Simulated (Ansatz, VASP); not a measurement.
# InAs in VASP and in Ansatz

POSCAR

```
InAs
1.0
    0.0000000000      2.9772112161      2.9772112161
    2.9772112161      0.0000000000      2.9772112161
    2.9772112161      2.9772112161      0.0000000000
In As
1 1
Direct
    0.0000000000      0.0000000000      0.0000000000
    0.7500000000      0.7500000000      0.7500000000
```

File INCAR.step1:

```
SYSTEM = InAs
PREC     = Accurate       ! precision mode
ENCUT    = 520            ! plane-wave cutoff, eV
EDIFF    = 1E-5           ! SCF threshold, eV
ISMEAR   = -1             ! smearing method
SIGMA    = 0.05           ! smearing width, eV
LREAL    = .FALSE.        ! projectors in reciprocal space
LASPH    = .TRUE.         ! aspherical terms in the spheres
NELM     = 60             ! most SCF steps
ALGO     = Normal         ! electronic algorithm
ISIF     = 2              ! what is computed and relaxed
LWAVE    = .TRUE.         ! write WAVECAR
LCHARG   = .FALSE.        ! write CHGCAR
NBANDS   = 16             ! bands
GGA      = PE             ! functional
```

Contents of INCAR.step2:

```
SYSTEM = InAs
PREC     = Accurate       ! precision mode
ENCUT    = 520            ! plane-wave cutoff, eV
EDIFF    = 1E-6           ! SCF threshold, eV
ISMEAR   = -1             ! smearing method
SIGMA    = 0.05           ! smearing width, eV
LREAL    = .FALSE.        ! projectors in reciprocal space
LASPH    = .TRUE.         ! aspherical terms in the spheres
NELM     = 60             ! most SCF steps
ALGO     = Normal         ! electronic algorithm
ISIF     = 2              ! what is computed and relaxed
LWAVE    = .FALSE.        ! write WAVECAR
LCHARG   = .FALSE.        ! write CHGCAR
GGA      = PE             ! functional
LHFCALC  = .TRUE.         ! exact exchange
AEXX     = 0.25           ! exact-exchange fraction
PRECFOCK = Normal       
HFRCUT   = -1           
NBANDS   = 16             ! bands
ISTART   = 1
```

KPOINTS

```
regular mesh
0
G
  4 4 4
  0 0 0
```

File input.yaml:

```yaml
crystal:
  lattice:
    - [0.0, 2.9772112161, 2.9772112161]
    - [2.9772112161, 0.0, 2.9772112161]
    - [2.9772112161, 2.9772112161, 0.0]
  atoms:
    - { symbol: In, position: [0.0, 0.0, 0.0] }
    - { symbol: As, position: [0.75, 0.75, 0.75] }
hamiltonian:
  xc: pbe0
  pseudopotentials: { kind: paw }
kpoints:
  mp_grid: { grid: [4, 4, 4] }
scf:
  occupations: { method: fermi_dirac, width: 0.05 }
output:
  forces: true
  stress: true
  eigenvalues: true
```

Alike in both runs: task single point; functional PBE0; k mesh 4 × 4 × 4; occupations fermi-dirac, width 0.05 eV; no spin polarisation.

|  | VASP | Ansatz |
| --- | --- | --- |
| version | VASP 6.6.1 | Ansatz 0.2.0 |
| potentials or method | VASP PAW PBE potentials, release 64 (In_d, As) | Ansatz PAW |
| plane-wave cutoff (eV) | 520 | 420 |
| valence electrons in the cell | 18 | 28 |

|  | VASP | Ansatz | Ansatz less VASP |
| --- | --- | --- | --- |
| gap on the k mesh at the Fermi level (eV) | 1.52 | 1.50 | -0.022 |
| least direct gap on the mesh (eV) | 1.52 | 1.50 | -0.022 |
| pressure (GPa) | 5.0 | 5.3 | +0.30 |

The functional is the same, so the differences come from potentials, cutoffs and numerics. The two sets of potentials don't hold the same shells in valence.

Caveats: the k mesh is coarse (spacing up to 0.46 Å⁻¹), so the values aren't converged, least of all with exact exchange; spin-orbit coupling is left out, which moves the levels of the heavy elements; the PAW data sets were made with another functional, which shifts forces and pressure a little (VASP); the PAW data sets come from PBE, with cores solved anew for the run's functional, which leaves a small shift of forces and pressure (Ansatz); the thresholds are loose for stress (Ansatz).
